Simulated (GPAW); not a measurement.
# Co (P6_3/mmc) in GPAW: single point with LDA

Aim: the single point of Co with LDA.

Program: GPAW 26.7.0. These are calculated values, not measurements. Logs are shortened: lines on timing, memory, paths and dates and some standing lists are left out, and cuts for length are marked. The log counts tension as positive stress, the text compression.

## Step 1: The crystal as given

It takes space group P6_3/mmc (No. 194, hexagonal). Conventional cell: a = 2.472 Å, b = 2.472 Å, c = 4.021 Å, α = 90.00°, β = 90.00°, γ = 120.00°. Around Co (site symmetry -6m2) lie 12 Co at 2.47 Å.

## Step 2: Single point, LDA, collinear spin, ferromagnetic start

run.py

```python
from ase import Atoms
from ase.dft.bandgap import bandgap
from ase.io import write
from ase.units import GPa
from gpaw import GPAW, PW

atoms = Atoms(['Co', 'Co'],
              cell=[[2.4719999032, 0.0, 0.0],
                    [-1.2359999516, 2.1408147143, 0.0],
                    [0.0, 0.0, 4.02114408]],
              scaled_positions=[[0.6666666667, 0.3333333333, 0.75],
                                [0.3333333333, 0.6666666667, 0.25]],
              pbc=True)
atoms.set_initial_magnetic_moments([3.0, 3.0])

calc = GPAW(mode=PW(450),
            xc='LDA',
            kpts={'size': (10, 10, 6), 'gamma': True},
            occupations={'name': 'fermi-dirac', 'width': 0.05},
            nbands=21,
            maxiter=120,
            txt='gpaw.txt')
atoms.calc = calc
energy = atoms.get_potential_energy()
forces = atoms.get_forces()
stress = atoms.get_stress()
calc.write('gs.gpw')
write('result.traj', atoms)
print(f'Energy: {energy:.6f} eV')
print('Forces (eV/A):')
print(forces.round(4))
print('Stress (GPa):', (stress / GPa).round(3))
print('Moments:', calc.get_magnetic_moments().round(3))
print('Fermi level:', round(calc.get_fermi_level(), 4), 'eV')
print(f'Gap: {bandgap(calc)[0]:.4f} eV, direct: {bandgap(calc, direct=True)[0]:.4f} eV')
```

Potentials or basis: the program's PAW data sets (release 1.2.1) made for this functional, pw.

Run with:

```sh
$ OMP_NUM_THREADS=1 python run.py
```

gpaw.txt:

```text
__  _  _
 | _ |_)|_||  |
 |__||  | ||/\| - 26.7.0

Input parameters:
  mode=PW(ecut=450.00000000000006),
  kpts=MonkhorstPack(size=(10, 10, 6), gamma=True),
  maxiter=120,
  nbands=21,
  occupations=Occupations(name='fermi-dirac', width=0.05),
  xc=XC(name='LDA')

Diagonalizing LCAO Hamiltonian
Converting LCAO to pw mode

          Co

        Co

Atoms  # Å, Bohr magnetons
|   | symbol |         x |        y |        z |    initial magnetic moments |
|---|--------|-----------|----------|----------|-----------------------------|
| 0 |     Co |  1.236000 | 0.713605 | 3.015858 | ( 0.0000,  0.0000,  3.0000) |
| 1 |     Co | -0.000000 | 1.427210 | 1.005286 | ( 0.0000,  0.0000,  3.0000) |

Unit cell  # Å
| periodic |         x |        y |        z |  lengths |     angles |
|----------|-----------|----------|----------|----------|------------|
|      yes |  2.472000 | 0.000000 | 0.000000 | 2.472000 |  90.000000 |
|      yes | -1.236000 | 2.140815 | 0.000000 | 2.472000 |  90.000000 |
|      yes |  0.000000 | 0.000000 | 4.021144 | 4.021144 | 120.000000 |

Number of symmetries: 12
Symmetry operations  # r_c * U_cc + t_c -> r_c
|    | kind |            matrix            |
|----|------|------------------------------|
|  0 |  σ   |  1, 1, 0,  0,-1, 0,  0, 0, 1 |
|  1 |  S6  |  1, 1, 0, -1, 0, 0,  0, 0,-1 |
|  2 |  E   |  1, 0, 0,  0, 1, 0,  0, 0, 1 |
|  3 |  C2  |  1, 0, 0, -1,-1, 0,  0, 0,-1 |
|  4 |  C2  |  0, 1, 0,  1, 0, 0,  0, 0,-1 |
|  5 |  C3  |  0, 1, 0, -1,-1, 0,  0, 0, 1 |
|  6 |  S6  |  0,-1, 0,  1, 1, 0,  0, 0,-1 |
|  7 |  σ   |  0,-1, 0, -1, 0, 0,  0, 0, 1 |
|  8 |  σ   | -1, 0, 0,  1, 1, 0,  0, 0, 1 |
|  9 |  i   | -1, 0, 0,  0,-1, 0,  0, 0,-1 |
| 10 |  C3  | -1,-1, 0,  1, 0, 0,  0, 0, 1 |
| 11 |  C2  | -1,-1, 0,  0, 1, 0,  0, 0,-1 |

BZ-sampling:
  Number of BZ points: 600
  Number of IBZ points: 72

  Monkhorst-Pack size: [10, 10, 6]
  Monkhorst-Pack shift: [0.05, 0.05, 0.08333333333333333]

K-points  # in reciprocal-cell coordinates
|     |                                coordinates |     weight |
|-----|--------------------------------------------|------------|
|   0 | (  0.00000000,   0.00000000,   0.00000000) | 0.00166667 |
|   1 | (  0.00000000,   0.00000000,   0.16666667) | 0.00333333 |
|   2 | (  0.00000000,   0.00000000,   0.33333333) | 0.00333333 |
|   3 | (  0.00000000,   0.00000000,   0.50000000) | 0.00166667 |
|   4 | (  0.10000000,   0.00000000,  -0.33333333) | 0.01000000 |
|   5 | (  0.10000000,   0.00000000,  -0.16666667) | 0.01000000 |
|   6 | (  0.10000000,   0.00000000,   0.00000000) | 0.01000000 |
|   7 | (  0.10000000,   0.00000000,   0.16666667) | 0.01000000 |
|   8 | (  0.10000000,   0.00000000,   0.33333333) | 0.01000000 |
|   9 | (  0.10000000,   0.00000000,   0.50000000) | 0.01000000 |
| ... |                                            |            |
|  71 | (  0.50000000,   0.50000000,   0.50000000) | 0.00500000 |

Plane wave coefficients: 482
Cutoff: 450.00000000000006 eV

Spin-components: 2 (collinear spins)
Bands:           21
Projectors:      12
Spin-degeneracy: 1
Datatype:        complex128

Parallelization:
  kpt:    1
  domain: 1
  band:   1

Density:
  Valence electrons: 18.0
  Components: 2
  Grid points: [14 14 20]
  Charge: 0.0  # |e|

Potential:
  Grid points: [14 14 20]

species:
  Co:
    name:    Cobalt
    Z:       27.0
    valence: 9
    core:    18
    charge:  0.0  # [|e|]
    compensation charges:
      type: gauss
      rc: 0.32  # [Å]
      lmax: 2
    cutoffs:
      filter: 1.87  # [Å]
      core: 2.55  # [Å]
    projectors
    | kind |    occ | energy [eV] | rcut [Å] |
    |------|--------|-------------|----------|
    |   4s |  2.000 |      -5.672 |    1.005 |
    |   4p |  0.000 |      -1.387 |    1.058 |
    |   3d |  7.000 |      -8.461 |    1.005 |
    |    s |        |      21.539 |    1.005 |
    |    p |        |      25.825 |    1.058 |
    |    d |        |      18.750 |    1.005 |

    Using partial waves for Co as LCAO basis

Reference energy: -75676.533408  # eV

eigensolver:
  PPCG
  Converge bands: occupied
  niter=2

density mixing:
  MSR1-Mixer
  Pratt-step length: 0.05
  Maximum mixing coefficient: 0.75
  Old densities: 10
  SVD Regularization: 0.005
  Good broyden scale: 1.0
  Trust region scale: 1.0
  Backstep threshold: 4.0
  History deletion threshold: 6.0
  Fourier metric: weight=20.0, sigma=0.015

occupation numbers:
  Fermi-Dirac:
    width: 0.0500  # eV

poisson solver:
  ecut: 3600.0000000000005  # eV

xc functional:
  name: None

convergence criteria:
- Maximum [total energy] change in last 3 cyles: 0.0005 eV / valence electron
- Maximum integral of absolute [dens]ity change: 0.0001 electrons / valence electron
- Maximum integral of absolute [eigenst]ate change: 4e-08 eV^2 / valence electron
maximum number of iterations: 120

SCF iterations
|iter     | |      energy | eigst |  dens |  magmom |
|---------|-|-------------|-------|-------|---------|
|iter:   1| |  -17.932318 | +0.38 |       |  +6.0083|
|iter:   2| |  -17.955350 | -2.06 | -0.78 |  +5.8890|
|iter:   3| |  -18.384950 | -2.68 | -0.81 |  +4.2858|
|iter:   4| |  -18.448299 | -2.81 | -1.18 |  +3.1445|
|iter:   5| |  -18.449747 | -4.53 | -2.12 |  +3.1759|
|iter:   6| |  -18.450084c| -4.97 | -2.44 |  +3.2035|
|iter:   7| |  -18.450086c| -6.18 | -3.18 |  +3.2065|
|iter:   8| |  -18.450090c| -7.06 | -3.48 |  +3.2091|
|iter:   9| |  -18.450090c| -7.74c| -4.12c|  +3.2099|

Converged in 9 steps
Energy contributions relative to reference atoms: (reference = -75676.533408)

Energy contributions:
  Kinetic:          17.185303
  Coulomb:         -14.112497
  Zero:              0.359945
  External:          0.000000
  Xc:              -21.874321
  Entropy:          -0.017040
  Spinorbit:         0.000000
  ----------------------------
  Free energy:     -18.458610
  Extrapolated:    -18.450090

dipole moment: (-0.000001, -0.000002, -0.000003)  # |e|*Ang

Total magnetic moment: (0.000000, 0.000000, 3.209886)

Local magnetic moments
|        x |        y |        z |
|----------|----------|----------|
| 0.000000 | 0.000000 | 1.642179 |  # Co   0
| 0.000000 | 0.000000 | 1.642179 |  # Co   1

Fermi level: 10.449
Eigenvalues  # (at kpt = [0.000, 0.000, 0.000])
| band index |      eig [eV] | occ [0-1] |      eig [eV] | occ [0-1] |
|------------|---------------|-----------|---------------|-----------|
|          0 |         1.289 |     1.000 |         1.476 |     1.000 |
|        ... |               |           |               |           |
|          3 |         7.953 |     1.000 |         9.477 |     1.000 |
|          4 |         7.953 |     1.000 |         9.477 |     1.000 |
|          5 |         8.269 |     1.000 |         9.842 |     1.000 |
|          6 |         8.269 |     1.000 |         9.842 |     1.000 |
|          7 |         8.675 |     1.000 |        10.310 |     0.942 |
|          8 |         8.675 |     1.000 |        10.310 |     0.942 |
[... 8 lines left out ...]
|         17 |        36.345 |     0.000 |        36.375 |     0.000 |
|         18 |        36.563 |     0.000 |        37.056 |     0.000 |
|        ... |               |           |               |           |
|         20 |        40.192 |     0.000 |        41.554 |     0.000 |

No gap
No difference between direct/indirect transitions

Forces  # eV/Ang
|        x |        y |        z |
|----------|----------|----------|
|  0.00000 | -0.00000 | -0.00014 |  # Co   0
| -0.00000 |  0.00000 |  0.00014 |  # Co   1

Stress tensor  # eV/Ang^3
|        x |        y |        z |
|----------|----------|----------|
| 0.133653 | 0.000000 | 0.000000 |
| 0.000000 | 0.133653 | 0.000000 |
| 0.000000 | 0.000000 | 0.149992 |

# Writing to gs.gpw (mode='')
```

It took 30 s on 1 thread of Arm Neoverse V1, shared host; peak memory 0.15 GiB.

What came out:

```yaml
Free_energy: -18.4586 eV
Pressure: -22.3 GPa
Band_gap_on_the_k_mesh: none (metal or under the smearing width)
Net_moment: 3.21 μB per cell
Site_moments: Co +1.64 μB
```

Stress tensor (GPa, compression positive):
```
-21.41   0.00   0.00
  0.00 -21.41   0.00
  0.00   0.00 -24.03
```

Levels at points of the mesh, in eV from the Fermi level:
Spin up:
```tsv
k point	band 9	band 10	band 11	band 12	band 13	band 14
(0.00, 0.00, 0.00)	-1.77	-0.63	-0.63	-0.26	6.46	22.56
(0.00, 0.00, 0.50)	-0.96	-0.96	-0.96	-0.96	15.05	15.05
(0.50, 0.50, 0.00)	-0.40	-0.32	1.43	3.46	9.75	10.40
(0.50, 0.50, 0.50)	-0.38	-0.38	1.59	1.59	7.46	7.46
```
Spin down:
```csv
k point,band 3,band 4,band 5,band 6,band 7,band 8,band 9,band 10,band 11,band 12
"(0.00, 0.00, 0.00)",-1.04,-0.97,-0.97,-0.61,-0.61,-0.14,-0.14,-0.11,1.12,1.12
"(0.00, 0.00, 0.50)",-1.59,-1.59,-1.04,-1.04,-1.04,-1.04,0.76,0.76,0.76,0.76
"(0.50, 0.50, 0.00)",-3.32,-1.80,-1.12,-1.06,-0.64,1.27,1.37,1.44,2.69,4.48
"(0.50, 0.50, 0.50)",-2.44,-2.44,-0.03,-0.03,0.32,0.32,1.37,1.37,2.33,2.33
```

Caveat: the cutoff is short for stress and forces, so pressures can be off by a GPa or more; so large a pressure means that the cell lies far from this level's equilibrium, or that cutoff or potentials fall short.
